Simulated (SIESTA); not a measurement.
La2O3:

```
La O
1.0
     3.93078    0.00000    0.00000
    -1.96539    3.40415    0.00000
     0.00000    0.00000    6.11195
La O
2 3
Cartesian
  0.0000 2.2694 1.5050
  1.9654 1.1347 4.6070
  0.0000 0.0000 0.0000
  0.0000 2.2694 3.9477
  1.9654 1.1347 2.1643
```

The cell is a database's computed one.

```yaml
Program: SIESTA 5.4.2
Task: single point
Functional: PBE
Potentials_or_basis: PseudoDojo 0.4 standard (PBE files)
Basis: DZP (energy shift 0.003 Ry; two zetas on semicore shells)
Grid_cutoff: 800 Ry
Energy_shift: 0.003 Ry
k_mesh: 8 × 8 × 5
Occupations: fermi-dirac, width 0.05 eV
Spin: no spin polarisation
```

On this cell: pressure 8.7 GPa; largest force 0.381 eV/Å; band gap on the k mesh 3.81 eV, indirect (least direct gap 4.02 eV).

The same run follows on a disturbed copy (atoms moved at random, drawn with an rms of 0.05 Å):

```
La O
1.0
     3.93078    0.00000    0.00000
    -1.96539    3.40415    0.00000
     0.00000    0.00000    6.11195
La O
2 3
Direct
  0.33947 0.65881 0.24598
  0.67546 0.33874 0.75523
  0.00556 0.00248 0.99664
  0.33621 0.66433 0.65016
  0.67194 0.32665 0.35699
```

Question: What changes?

Answer: The energy moves by +2.5 meV/atom; pressure 8.6 GPa; largest force 0.460 eV/Å; band gap on the k mesh 3.81 eV, indirect (least direct gap 4.00 eV).

Forces in eV/Å, atoms in the order of the input:
```
La  -0.078  0.098 -0.181
La  -0.046 -0.284  0.358
O    0.027 -0.076  0.274
O    0.107  0.200 -0.374
O   -0.011  0.061 -0.077
```

Stress tensor (GPa, compression positive):
```
 9.95  0.05  0.05
 0.05  8.72 -0.36
 0.05 -0.36  7.16
```

Caveats: spin-orbit coupling is left out, which moves the levels of the heavy elements; an odd mesh through Γ misses points on the zone boundary, where band edges often lie; the basis of atomic orbitals isn't converged, which shifts pressures, moduli and gaps.
